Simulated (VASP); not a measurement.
# Settings for Pd: self-consistent run

Pd, P1 (no. 1), 36 atoms in the cell. R2SCAN; PAW potentials Pd (PBE set). VASP 6.6.1.

Wanted: energy within 2 meV/atom; forces within 0.01 eV/Å.

What the run is for: forces in a large cell; Accuracy asked: standard; Cell repeated: 3 × 3 × 4.

POSCAR:
```
Pd
1.0
    0.0000000000      5.8395000000      5.8395000000
    5.8395000000      0.0000000000      5.8395000000
    7.7860000000      7.7860000000      0.0000000000
Pd
36
Direct
    0.0009480000      0.0021380000     -0.0035640000
   -0.0029920000      0.0036170000      0.2485480000
    0.0053490000      0.0002930000      0.4979010000
   -0.0051480000      0.0051750000      0.7497870000
    0.0050180000      0.3315660000      0.0022110000
   -0.0079880000      0.3370840000      0.2509450000
    0.0018240000      0.3305150000      0.4993210000
    0.0047200000      0.3266440000      0.7480290000
    0.0022030000      0.6694340000     -0.0011240000
    0.0021520000      0.6673820000      0.2473380000
    0.0006820000      0.6619530000      0.5092220000
   -0.0053050000      0.6688350000      0.7498610000
    0.3314480000      0.0020450000     -0.0014110000
    0.3293680000      0.0072890000      0.2495000000
    0.3364650000     -0.0054880000      0.4994860000
[... 8 lines left out ...]
    0.3307230000      0.6704690000      0.7515540000
    0.6708510000     -0.0000550000     -0.0014710000
    0.6681900000      0.0037110000      0.2480350000
    0.6634330000      0.0117110000      0.4966600000
    0.6653490000     -0.0024040000      0.7434900000
    0.6688290000      0.3294730000      0.0007630000
    0.6698820000      0.3388680000      0.2441150000
    0.6623910000      0.3323910000      0.4986290000
    0.6772510000      0.3252320000      0.7491250000
    0.6607530000      0.6743550000     -0.0052290000
    0.6626780000      0.6712610000      0.2478100000
    0.6607710000      0.6640410000      0.5025250000
    0.6587970000      0.6713060000      0.7556380000
```

The series start from Plane-wave cutoff (eV): 290; Projection operators (LREAL): Auto, ROPT -0.00025; Precision mode (PREC): Normal; Electronic threshold (eV): 1e-5; Parallel layout: defaults; Program: vasp_std; Electronic algorithm: ALGO=Normal; Bands a block (NSIM): NSIM=4; Data layout and linear algebra: defaults. Each series keeps the choices made before it, and each single choice may use up half of a tolerance.

## Plane-wave cutoff (eV)

| Plane-wave cutoff (eV) | Energy less reference (meV/atom) | Forces, largest deviation (eV/Å) | SCF iterations | Time (s) |
|---|---|---|---|---|
| 220 | 81.8 | 0.063 | 35 | 162 |
| 250 | -4.0 | 0.041 | 29 | 137 |
| 290 | -16.2 | 0.013 | 28 | 138 |
| 320 | -11.1 | 0.011 | 29 | 140 |
| 400 (reference) | 0.0 | 0.000 | 29 | 158 |

Chosen: 400; the next looser run is off by more than half of the tolerance, so convergence isn't shown beyond this value.

## Projection operators (LREAL)

| Projection operators (LREAL) | Energy less reference (meV/atom) | Forces, largest deviation (eV/Å) | SCF iterations | Time (s) |
|---|---|---|---|---|
| Auto, ROPT -0.005 | -12.3 | 0.053 | 29 | 194 |
| Auto, ROPT -0.002 | -4.3 | 0.053 | 29 | 201 |
| Auto, ROPT -0.001 | -0.9 | 0.019 | 29 | 193 |
| Auto, ROPT -0.0005 | -0.1 | 0.010 | 29 | 153 |
| Auto, ROPT -0.00025 | 0.2 | 0.002 | 29 | 158 |
| Auto, ROPT -0.0001 | -0.3 | 0.002 | 29 | 153 |
| False (reference) | 0.0 | 0.000 | 29 | 143 |

Chosen: Auto, ROPT -0.00025, the loosest value from which every tighter one stays within half of the tolerance.

## Precision mode (PREC)

| Precision mode (PREC) | Energy less reference (meV/atom) | Forces, largest deviation (eV/Å) | SCF iterations | Time (s) |
|---|---|---|---|---|
| SingleN | -4.9 | 0.014 | 30 | 140 |
| Normal | 0.1 | 0.003 | 29 | 158 |
| Accurate (reference) | 0.0 | 0.000 | 29 | 309 |

Chosen: Normal.

## Electronic threshold (eV)

| Electronic threshold (eV) | Energy less reference (meV/atom) | Forces, largest deviation (eV/Å) | SCF iterations | Time (s) |
|---|---|---|---|---|
| 0.001 | 0.0 | 0.004 | 25 | 131 |
| 0.0001 | 0.0 | 0.003 | 28 | 140 |
| 1e-5 | 0.0 | 0.002 | 29 | 158 |
| 1e-6 | 0.0 | 0.001 | 32 | 151 |
| 1e-7 (reference) | 0.0 | 0.000 | 36 | 174 |

Chosen: 0.001.

## Parallel layout

| Parallel layout | Energy less reference (meV/atom) | Forces, largest deviation (eV/Å) | SCF iterations | Time (s) |
|---|---|---|---|---|
| defaults | 0.0 | 0.000 | 25 | 131 |
| NCORE=2 | 0.0 | 0.000 | 25 | 116 |
| NCORE=4 | 0.0 | 0.000 | 25 | 115 |
| NCORE=8 | 0.0 | 0.000 | 25 | 119 |
| NPAR=2 | 0.0 | 0.000 | 25 | 118 |

Chosen: defaults; no other choice that stays within half of the tolerance saves 30 % of the time.

## Program

| Program | Energy less reference (meV/atom) | Forces, largest deviation (eV/Å) | SCF iterations | Time (s) |
|---|---|---|---|---|
| vasp_std | 0.0 | 0.000 | 25 | 131 |
| vasp_gam | 0.0 | 0.000 | 25 | 105 |

Chosen: vasp_std.

## Electronic algorithm

| Electronic algorithm | Energy less reference (meV/atom) | Forces, largest deviation (eV/Å) | SCF iterations | Time (s) |
|---|---|---|---|---|
| ALGO=Normal | 0.0 | 0.000 | 25 | 131 |
| ALGO=Fast | 0.0 | 0.004 | 26 | 107 |
| ALGO=VeryFast | 0.0 | 0.003 | 32 | 145 |
| ALGO=All ISEARCH=1 | 0.3 | 0.112 | 43 | 364 |

Chosen: ALGO=Normal.

## Bands a block (NSIM)

| Bands a block (NSIM) | Energy less reference (meV/atom) | Forces, largest deviation (eV/Å) | SCF iterations | Time (s) |
|---|---|---|---|---|
| NSIM=4 | 0.0 | 0.000 | 25 | 131 |
| NSIM=1 | 0.0 | 0.000 | 25 | 113 |
| NSIM=2 | 0.0 | 0.000 | 25 | 116 |
| NSIM=8 | 0.0 | 0.000 | 25 | 120 |
| NSIM=16 | 0.0 | 0.000 | 25 | 116 |

Chosen: NSIM=4.

## All choices together

| Input | Energy less reference (meV/atom) | Forces, largest deviation (eV/Å) | Time (s) |
|---|---|---|---|
| the program's defaults (naive) | 7.6 | 0.123 | 45 |
| chosen settings | 0.2 | 0.005 | 131 |
| reference settings throughout | 0.0 | 0.000 | 306 |

The chosen settings stay within the tolerance of the reference run, but the reference itself isn't shown to be converged in: Plane-wave cutoff (eV).

## The input

INCAR:
```
METAGGA = R2SCAN
ISMEAR = 1
SIGMA = 0.1
LWAVE = False
LCHARG = False
ISIF = 2
ISYM = 0
PREC = Normal
LASPH = True
LREAL = Auto
ALGO = Normal
EDIFF = 0.001
NELM = 120
GGA_COMPAT = False
ENCUT = 400
LMIXTAU = True
ROPT = -0.00025
NSIM = 4
```

KPOINTS:
```
k-points
0
Gamma
  1 1 1
```

Commands:
```
cat potpaw_PBE.64/Pd/POTCAR > POTCAR
mpirun -np 8 vasp_std > vasp.out
```

Limits: Only the k mesh 1 × 1 × 1 was run, so its error is untested.

The chosen input took VASP 6.6.1 131 s on 8 cores (Intel Xeon Platinum 8488C (Sapphire Rapids)), a shared host.

## An input that fails: Gamma-only program on a mesh of k points

VASP's message: You are using the Gamma-point-only version with more than one k-point or some other non-Gamma k-point.

k mesh: 1 × 1 × 1 becomes 2 × 2 × 2.

Changes against the starting input:
```
- NELM = 120
+ NELM = 63
- vasp_std
+ vasp_gam
(KPOINTS)
-k-points
+Automatic mesh
-  1 1 1
+  2 2 2
+  0 0 0
```
